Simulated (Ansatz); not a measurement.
Magnetic states of cobalt, fcc

Theory: DFT, PBE, plane waves (420 eV) with PAW, scalar-relativistic (Ansatz).

Each start was relaxed and then solved on a dense mesh, with Fermi-Dirac smearing of 0.05 eV (0.1 eV in a metal without spin) extrapolated to zero. Rows within 2 meV/atom of each other tie.

(1) Where does each start end, and how do the energies compare? Starts: non-magnetic; ferromagnetic.

## Answers

(1) 
```json
{"start": "ferromagnetic", "ends": "ferromagnetic, net 1.65 μB per atom", "ΔE (meV/atom)": "0.0", "V (Å³/atom)": "10.92"}
{"start": "non-magnetic", "ends": "spin not included", "ΔE (meV/atom)": "181.4", "V (Å³/atom)": "10.34"}
```
